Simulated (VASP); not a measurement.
# BAs (F-43m) in VASP: notebook

Aim: see how the results for BAs move with the level of theory and the settings. Levels: PBEsol, r2SCAN, LDA. Tasks: dielectric tensor, elastic constants.

All numbers are computed with VASP 6.6.1; they aren't measurements. Logs are shortened: lines on timing, memory, paths and dates and some standing lists are left out, and cuts for length are marked.

## Step 1: The crystal as given

Symmetry: F-43m, No. 216, cubic system. Conventional cell: a = 4.778 Å, b = 4.778 Å, c = 4.778 Å, α = 90.00°, β = 90.00°, γ = 90.00°. B (site symmetry -43m) has 4 As at 2.07 Å as nearest neighbours. As (site symmetry -43m) is surrounded by 4 B at 2.07 Å.

## Step 2: Dielectric tensor, PBEsol

File INCAR:

```
PREC = Accurate ; ENCUT = 600
EDIFF = 1E-8 ; ISMEAR = 0
SIGMA = 0.03 ; LREAL = False
LASPH = True ; NELM = 80
ALGO = Fast ; ISIF = 2
LWAVE = False ; LCHARG = False
GGA = PS ; LEPSILON = True
```

File KPOINTS:

```
Automatic mesh
0
Monkhorst-Pack
  16 16 16
```

File POSCAR:

```
BAs                                     
1.0
    0.0000000000      2.3887624052      2.3887624052
    2.3887624052     -0.0000000000      2.3887624052
    2.3887624052      2.3887624052      0.0000000000
  B               As            
     1     1
Direct
     0.0000000000000000    0.0000000000000000    0.0000000000000000
     0.2500000000000000    0.2500000000000000    0.2500000000000000
```

Potentials or basis: VASP PAW PBE potentials, release 64 (B, As).

The run is started by

```sh
cat potpaw_PBE.64/B/POTCAR potpaw_PBE.64/As/POTCAR > POTCAR
mpirun -np 1 vasp_std > vasp.out
```

OUTCAR:

```text
PREC = Accurate
   ENCUT = 600
   EDIFF = 1E-8
   ISMEAR = 0
   LREAL = False
   LASPH = True
   NELM = 80
   ISIF = 2
   GGA = PS
   LEPSILON = True

 ion  position               nearest neighbor table
   1  0.000  0.000  0.000-   2 2.07   2 2.07   2 2.07   2 2.07
   2  0.250  0.250  0.250-   1 2.07   1 2.07   1 2.07   1 2.07

  LATTYP: Found a face centered cubic cell.
 ALAT       =     4.7775248104

  Lattice vectors:

 A1 = (   0.0000000000,   2.3887624052,   2.3887624052)
 A2 = (   2.3887624052,   0.0000000000,   2.3887624052)
 A3 = (   2.3887624052,   2.3887624052,   0.0000000000)

Analysis of symmetry for initial positions (statically):
=====================================================================
 Subroutine PRICEL returns:
 Original cell was already a primitive cell.

 Routine SETGRP: Setting up the symmetry group for a
 face centered cubic supercell.

 Subroutine GETGRP returns: Found 24 space group operations
 (whereof 24 operations were pure point group operations)
 out of a pool of 48 trial point group operations.

The static configuration has the point symmetry T_d .

Analysis of symmetry for dynamics (positions and initial velocities):
=====================================================================
 Subroutine PRICEL returns:
 Original cell was already a primitive cell.

 Routine SETGRP: Setting up the symmetry group for a
 face centered cubic supercell.

 Subroutine GETGRP returns: Found 24 space group operations
 (whereof 24 operations were pure point group operations)
 out of a pool of 48 trial point group operations.

The dynamic configuration has the point symmetry T_d .

 Subroutine INISYM returns: Found 24 space group operations
 (whereof 24 operations are pure point group operations),
 and found     1 'primitive' translations

----------------------------------------------------------------------------------------

                                     Primitive cell

  volume of cell :      27.2614

  direct lattice vectors                    reciprocal lattice vectors
     0.000000000  2.388762405  2.388762405    -0.209313408  0.209313408  0.209313408
     2.388762405  0.000000000  2.388762405     0.209313408 -0.209313408  0.209313408
     2.388762405  2.388762405  0.000000000     0.209313408  0.209313408 -0.209313408

  length of vectors
     3.378220191  3.378220191  3.378220191     0.362541457  0.362541457  0.362541457

  position of ions in fractional coordinates (direct lattice)
     0.000000000  0.000000000  0.000000000
     0.250000000  0.250000000  0.250000000

  ion indices of the primitive-cell ions
   primitive index   ion index
                 1           1
                 2           2

----------------------------------------------------------------------------------------

 KPOINTS: Automatic mesh

Automatic generation of k-mesh.
 Grid dimensions read from file:
 generate k-points for:   16   16   16

 Generating k-lattice:

  Cartesian coordinates                     Fractional coordinates (reciprocal lattice)
    -0.013082088  0.013082088  0.013082088     0.062500000  0.000000000  0.000000000
     0.013082088 -0.013082088  0.013082088     0.000000000  0.062500000  0.000000000
     0.013082088  0.013082088 -0.013082088     0.000000000  0.000000000  0.062500000

  Length of vectors
     0.022658841  0.022658841  0.022658841

  Shift w.r.t. Gamma in fractional coordinates (k-lattice)
     0.500000000  0.500000000  0.500000000

 Subroutine IBZKPT returns following result:
 ===========================================

 Found    408 irreducible k-points:

 Following reciprocal coordinates:
            Coordinates               Weight
  0.031250  0.031250  0.031250      8.000000
  0.093750  0.031250  0.031250     24.000000
  0.156250  0.031250  0.031250     24.000000
  0.218750  0.031250  0.031250     24.000000
  0.281250  0.031250  0.031250     24.000000
  0.343750  0.031250  0.031250     24.000000
[... 16 lines left out ...]
  0.468750  0.093750  0.031250     48.000000
 -0.468750  0.093750  0.031250     48.000000
 [... further k-points ...]
   k-points           NKPTS =    408   k-points in BZ     NKDIM =    408   number of bands    NBANDS=      8
   number of dos      NEDOS =    301   number of ions     NIONS =      2
   total plane-waves  NPLWV =  21952
   dimension x,y,z NGX =    28 NGY =   28 NGZ =   28
   dimension x,y,z NGXF=    56 NGYF=   56 NGZF=   56
   ions per type =               1   1
   NGX,Y,Z   is equivalent  to a cutoff of  13.78, 13.78, 13.78 a.u.
   NGXF,Y,Z  is equivalent  to a cutoff of  27.56, 27.56, 27.56 a.u.
 SYSTEM =  unknown system
   PREC   = accura    normal or accurate (medium, high low for compatibility)
   ISTART =      0    job   : 0-new  1-cont  2-samecut
   ICHARG =      2    charge: 1-file 2-atom 10-const
   ISPIN  =      1    spin polarized calculation?
   LNONCOLLINEAR =      F non collinear calculations
   LSORBIT =      F    spin-orbit coupling
   LASPH  =      T    aspherical Exc in radial PAW
   ENCUT  =  600.0 eV  44.10 Ry    6.64 a.u.   6.75  6.75  6.75*2*pi/ulx,y,z
   NELM   =     80;   NELMIN=  2; NELMDL= -5     # of ELM steps
   EDIFF  = 0.1E-07   stopping-criterion for ELM
   LREAL  =      F    real-space projection
   EDIFFG = 0.1E-06   stopping-criterion for IOM
   NSW    =      0    number of steps for IOM
   IBRION =     -1    ionic relax: 0-MD 1-quasi-New 2-CG
   NFREE  =      0    steps in history (QN), initial steepest desc. (CG)
   ISIF   =      2    stress and relaxation
   ISYM   =      2    0-nonsym 1-usesym 2-fastsym
   POTIM  = 0.5000    time-step for ionic-motion
   TEBEG  =    0.0;   TEEND  =   0.0 temperature during run
   PSTRESS=    0.0 pullay stress
   NELECT =       8.0000    total number of electrons
   NUPDOWN=      -1.0000    fix difference up-down
   EMIN   =  10.00;   EMAX   =-10.00  energy-range for DOS
   EFERMI =   0.00;   METHOD = LEGACY
   ISMEAR =     0;   SIGMA  =   0.03  broadening in eV -4-tet -1-fermi 0-gaus
   EFERMI_NEDOS =   21; number of points for ismear=-14 and -15
   IALGO  =     68    algorithm
   IMIX   =      4    mixing-type and parameters
     AMIX     =   0.40;   BMIX     =  1.00
     AMIX_MAG =   1.60;   BMIX_MAG =  1.00
  volume/ion in A,a.u.               =      13.63        91.98
  Fermi-wavevector in a.u.,A,eV,Ry     =   1.087899  2.055831 16.102822  1.183524
  Thomas-Fermi vector in A             =   2.224069
   LORBIT       =      0    0 simple, 1 ext, 2 COOP (PROOUT), +10 PAW based schemes
   GGA     = PS    functional components
   LHFCALC =     F    Hartree Fock is set to
   AEXX    =    0.0000 exact exchange contribution
   IVDW    =     0    specifies the selected vdW correction
   LEPSILON=     T    determine dielectric tensor
   LRPA    =     F    only Hartree local field effects (RPA)
 non-spin polarized calculation
 RMM-DIIS sequential band-by-band and
 Gauss-broadening in eV      SIGMA  =   0.03
  energy-cutoff  :      600.00
  volume of cell :       27.26
 maximum number of plane-waves:       934
   NGX = 13   NGY = 13   NGZ = 13

--------------------------------------- Ionic step        1  -------------------------------------------

 number of electron       8.0000000 magnetization

 E-fermi :   6.1240     XC(G=0): -10.7297

 val. band max:        6.0054279343   @ k =   0.0312   0.0312   0.0312
 cond. band min:       7.1778338564   @ k =   0.4063   0.4063   0.0312
 fundamental gap:      1.1724059221
 Fermi energy:         6.1239903994

 k-point     1 :       0.0312    0.0312    0.0312
  band No.  band energies     occupation
      1      -9.3778      2.00000
      2       5.8620      2.00000
      3       6.0054      2.00000
      4       6.0054      2.00000
      5       9.3240      0.00000
      6       9.3240      0.00000
      7       9.3275      0.00000
      8      10.8074      0.00000
[... 243 lines left out ...]
 k-point    24 :      -0.4688    0.0938    0.0312
  band No.  band energies     occupation
      1      -6.4299      2.00000
      2      -2.6968      2.00000
      3       3.5484      2.00000
      4       4.0073      2.00000
      5       9.1668      0.00000
      6      10.6177      0.00000
      7      11.1886      0.00000
      8      15.0180      0.00000

 [... further k-points ...]

  FORCE on cell =-STRESS in cart. coord.  units (eV):
  Direction    XX          YY          ZZ          XY          YZ          ZX
  --------------------------------------------------------------------------------------
  -------------------------------------------------------------------------------------
  Total        0.0013919      0.0013919      0.0013919      0.0000000      0.0000000     -0.0000000
  in kB        0.0818007      0.0818007      0.0818007      0.0000000      0.0000000     -0.0000000
  external PRESSURE =       0.0818007 kB  Pullay stress =       0.0000000 kB

 VOLUME and BASIS-vectors are now :
 -----------------------------------------------------------------------------
  energy-cutoff  :      600.00
  volume of cell :       27.26
      direct lattice vectors                 reciprocal lattice vectors
     0.000000000  2.388762405  2.388762405    -0.209313408  0.209313408  0.209313408
     2.388762405  0.000000000  2.388762405     0.209313408 -0.209313408  0.209313408
     2.388762405  2.388762405  0.000000000     0.209313408  0.209313408 -0.209313408

 POSITION                                       TOTAL-FORCE (eV/Angst)
 -----------------------------------------------------------------------------------
      0.00000      0.00000      0.00000        -0.000000     -0.000000     -0.000000
      1.19438      1.19438      1.19438         0.000000      0.000000      0.000000
 -----------------------------------------------------------------------------------
    total drift:                               -0.000000     -0.000000     -0.000000

  FREE ENERGIE OF THE ION-ELECTRON SYSTEM (eV)
  ---------------------------------------------------
  free  energy   TOTEN  =       -12.2052021707 eV

  energy  without entropy=      -12.2052021707  energy(sigma->0) =      -12.20520217

 HEAD OF MICROSCOPIC STATIC DIELECTRIC TENSOR (INDEPENDENT PARTICLE, excluding Hartree and local field effects)
 ------------------------------------------------------
          10.248643     0.000000    -0.000000
          -0.000000    10.248643     0.000000
           0.000000     0.000000    10.248643
 ------------------------------------------------------

 Free energy of the ion-electron system (eV)
  ---------------------------------------------------
  ---------------------------------------------------
  free energy    TOTEN  =        -0.71708865 eV

  energy without entropy =       -0.71708865

------------------------ aborting loop because EDIFF is reached ----------------------------------------

--------------------------------------- Ionic step        2  -------------------------------------------

------------------------ aborting loop because EDIFF is reached ----------------------------------------

--------------------------------------- Ionic step        3  -------------------------------------------

 Free energy of the ion-electron system (eV)
  ---------------------------------------------------
  ---------------------------------------------------
  free energy    TOTEN  =        -0.71708828 eV

  energy without entropy =       -0.71708828

------------------------ aborting loop because EDIFF is reached ----------------------------------------

 PIEZOELECTRIC TENSOR FIELD DIRECTION 3  (e Angst)
 -----------------------------------------------------------------------------
    -0.00069  0.15305  0.00000           ( -0.00000  0.09432  0.00000)
     0.15305 -0.00069  0.00000           (  0.09432 -0.00000  0.00000)
     0.00000  0.00000  0.00092           (  0.00000  0.00000 -0.00000)

 PIEZOELECTRIC TENSOR FIELD DIRECTION 3  (C/m^2)
 -----------------------------------------------------------------------------
    -0.00040  0.08995  0.00000
     0.08995 -0.00040  0.00000
     0.00000  0.00000  0.00054

 MACROSCOPIC STATIC DIELECTRIC TENSOR (including local field effects in DFT)
 ------------------------------------------------------
           9.871121    -0.000000     0.000000
           0.000000     9.871121    -0.000000
           0.000000    -0.000000     9.871121
 ------------------------------------------------------

 PIEZOELECTRIC TENSOR (including local field effects)  for field in x, y, z        (e  Angst)
          XX          YY          ZZ          XY          YZ          ZX
  --------------------------------------------------------------------------------
  x     0.00000    -0.00000    -0.00000     0.00000     0.15209     0.00000
  y     0.00000     0.00000    -0.00000     0.00000     0.00000     0.15209
  z     0.00000     0.00000    -0.00000     0.15209    -0.00000     0.00000

 PIEZOELECTRIC TENSOR (including local field effects)  for field in x, y, z        (C/m^2)
          XX          YY          ZZ          XY          YZ          ZX
  --------------------------------------------------------------------------------
  x     0.00000    -0.00000    -0.00000     0.00000     0.08939     0.00000
  y     0.00000     0.00000    -0.00000     0.00000     0.00000     0.08939
  z     0.00000     0.00000    -0.00000     0.08939    -0.00000     0.00000

 BORN EFFECTIVE CHARGES (including local field effects) (in |e|, cummulative output)
 ---------------------------------------------------------------------------------
 ion    1
    1    -0.50583     0.00000     0.00000
    2     0.00000    -0.50583     0.00000
    3     0.00000     0.00000    -0.50583
 ion    2
    1     0.50583     0.00000     0.00000
    2     0.00000     0.50583     0.00000
    3     0.00000     0.00000     0.50583
```

Wall time 31 min (1 thread of Intel Xeon Platinum 8259CL at 2.50GHz (Skylake/Cascade Lake), shared host); peak memory 1.4 GiB.

Results:

| Quantity | Value |
| --- | --- |
| Electronic dielectric tensor (diagonal) | 9.87 |
| Born charges (mean of the diagonal) | B -0.51; As +0.51 e |

Levels at points of the mesh, in eV from the valence-band top:
```tsv
k point	band 2	band 3	band 4	band 5	band 6	band 7
(0.03, 0.03, 0.03)	-0.14	0.00	0.00	3.32	3.32	3.32
```

Electronic dielectric tensor:
```
9.87 0.00 0.00
0.00 9.87 0.00
0.00 0.00 9.87
```

Born effective charge tensors (e):
atom 1, B
```
-0.51  0.00  0.00
 0.00 -0.51  0.00
 0.00  0.00 -0.51
```
atom 2, As
```
0.51 0.00 0.00
0.00 0.51 0.00
0.00 0.00 0.51
```

Caveat: the PAW data sets were made with another functional, which shifts forces and pressure a little.

## Step 3: Elastic constants, r2SCAN

This run uses another cell than the first one, of 13.71 Å³/atom, 1.006 times its volume.

File POSCAR:

```
BAs
1.0
    0.0000000000      2.3931785067      2.3931785067
    2.3931785067      0.0000000000      2.3931785067
    2.3931785067      2.3931785067      0.0000000000
  B               As
     1     1
Direct
     0.0000000000000000    0.0000000000000000    0.0000000000000000
     0.2500000000000000    0.2500000000000000    0.2500000000000000
```

File INCAR.step1:

```
SYSTEM = BAs
ALGO = Normal ; EDIFF = 1E-8
EDIFFG = -0.002 ; ENCUT = 600
IBRION = 2 ; ISIF = 3
ISMEAR = 0 ; LASPH = .True.
LCHARG = .False. ; LMIXTAU = .True.
LREAL = .False. ; LWAVE = .False.
METAGGA = R2SCAN ; NELM = 80
NSW = 40 ; PREC = Accurate
SIGMA = 0.03
```

File INCAR.step2:

```
SYSTEM = BAs
ALGO = Normal ; EDIFF = 1E-8
ENCUT = 600 ; IBRION = 6
ISIF = 3 ; ISMEAR = 0
LASPH = .True. ; LCHARG = .False.
LMIXTAU = .True. ; LREAL = .False.
LWAVE = .False. ; METAGGA = R2SCAN
NELM = 80 ; NFREE = 2
NSW = 1 ; POTIM = 0.015
PREC = Accurate ; SIGMA = 0.03
```

File KPOINTS:

```
k-points
0
Gamma
  10 10 10
  0 0 0
```

Potentials or basis: VASP PAW PBE potentials, release 64 (B, As).

The run is started by

```sh
cat potpaw_PBE.64/B/POTCAR potpaw_PBE.64/As/POTCAR > POTCAR
cp INCAR.step1 INCAR
mpirun -np 1 vasp_std > vasp.out
cp CONTCAR POSCAR
cp INCAR.step2 INCAR
mpirun -np 1 vasp_std > vasp.out
```

Wall time 32 min (1 thread of Intel Xeon Platinum 8488C (Sapphire Rapids), shared host); peak memory 0.3 GiB.

It converged, with:

```
Elastic constants C11, C12, C44                         : 290, 68, 157 GPa
Voigt bulk modulus                                      : 142 GPa
Highest phonon frequency at Γ, LO-TO splitting left out : 700 cm⁻¹
```

Phonon frequencies in cm⁻¹ (negative: imaginary):
| q point | frequencies |
| --- | --- |
| (0.000, 0.000, 0.000) | 0 0 0 700 700 700 |

Elastic tensor in Voigt notation (GPa, in the Cartesian axes of the cell as first typed):
```
290  68  68   0   0   0
 68 290  68   0   0   0
 68  68 290   0   0   0
  0   0   0 157   0   0
  0   0   0   0 157   0
  0   0   0   0   0 157
```

Clamped-ion elastic tensor (GPa):
```
290  68  68   0   0   0
 68 290  68   0   0   0
 68  68 290   0   0   0
  0   0   0 173   0   0
  0   0   0   0 173   0
  0   0   0   0   0 173
```

Caveat: the PAW data sets were made with another functional, which shifts forces and pressure a little.

(Continued in part 2 of 2.)
